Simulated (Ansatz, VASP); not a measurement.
**Two plane-wave programs on Sb**

```xyz
4
Lattice="4.3682 0.0000 0.4477 0.0000 4.3942 0.0000 -0.6447 0.0000 6.1916" Properties=species:S:1:pos:R:3 pbc="T T T"
Sb    3.1151    3.2957    1.8835
Sb    0.9312    1.0986    1.6599
Sb    2.7923    3.2957    4.9794
Sb    0.6085    1.0986    4.7558
```

Alike in both runs: functional PBE; k mesh 10 × 10 × 8; occupations gaussian, width 0.1 eV; no spin polarisation.

Ansatz relaxed the structure, and its values are those at the end. VASP's run is a single point on that final structure, the one shown.

|  | VASP | Ansatz |
| --- | --- | --- |
| version | VASP 6.6.1 | Ansatz 0.2.0 |
| potentials or method | VASP PAW PBE potentials, release 64 (Sb) | scalar-relativistic, plane waves, PAW |
| plane-wave cutoff (eV) | 520 | 420 |
| valence electrons in the cell | 20 | 60 |

|  | VASP | Ansatz | Ansatz less VASP |
| --- | --- | --- | --- |
| gap on the k mesh at the Fermi level (eV) | none | none | - |
| pressure (GPa) | 0.0 | 0.0 | +0.03 |

A gap of «none» marks a metal or a gap that the smearing closes. With one functional, cell and mesh, what is left measures potentials, basis and numerics. The two sets of potentials don't hold the same shells in valence.

The runs have no spin-orbit coupling, so splittings on Sb are missing.
